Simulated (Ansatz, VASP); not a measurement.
Ge in VASP and in Ansatz

Contents of INCAR:

```
PREC = Accurate
ENCUT = 600
EDIFF = 1E-6
ISMEAR = 0
SIGMA = 0.1
LREAL = F
LASPH = T
NELM = 100
ALGO = Normal
ISIF = 3
LWAVE = F
LCHARG = F
GGA = PE
IBRION = 2
NSW = 90
EDIFFG = -0.04
```

The input KPOINTS:

```
Automatic mesh
0
Gamma
  9 9 6
```

POSCAR

```
Ge
1.0
    2.8357118369      0.0000000000      0.0000000000
   -1.4178559185      2.4557984886      0.0000000000
    0.0000000000      0.0000000000      2.8241665052
Ge
1
Direct
    0.0000000000      0.0000000000      0.5000000000
```

Input for Ansatz:

```yaml
crystal:
  lattice:
    - [2.8357118369, 0.0, 0.0]
    - [-1.4178559185, 2.4557984886, 0.0]
    - [0.0, 0.0, 2.8241665052]
  atoms:
    - { symbol: Ge, position: [0.0, 0.0, 0.5] }
basis:
  ecutwfc: 420
kpoints:
  mp_grid: { grid: [9, 9, 6] }
hamiltonian:
  xc: pbe
scf:
  occupations: { method: gaussian, width: 0.1 }
  lower_state_search: "off"
output:
  forces: true
  stress: true
  eigenvalues: true
relax:
  adjacent_minimum: "off"
  f_tol: 0.04
  max_steps: 70
  cell: { stress_tol: 0.4 }
```

Alike in both runs: task relaxation of cell and atoms; functional PBE; k mesh 9 × 9 × 6; occupations gaussian, width 0.1 eV; no spin polarisation.

```csv
,VASP,Ansatz
version,VASP 6.6.1,Ansatz 0.2.0
potentials or method,"VASP PAW PBE potentials, release 64 (Ge_d)","scalar-relativistic, plane waves, PAW"
plane-wave cutoff (eV),600,420
valence electrons in the cell,14,14
```

```tsv
	VASP	Ansatz	Ansatz less VASP
gap on the k mesh at the Fermi level, each at its own relaxed structure (eV)	none	none	-
relaxed volume (Å³/atom)	19.02	18.99	-0.036
relaxed cell length with the largest relative difference (Å)	2.673	2.670	-0.0028
energy change over the relaxation (meV/atom)	-33	-33	0.0
```

A gap of «none» marks a metal or a gap that the smearing closes.

Caveats: the k mesh is coarse (spacing up to 0.37 Å⁻¹), so the values aren't converged.
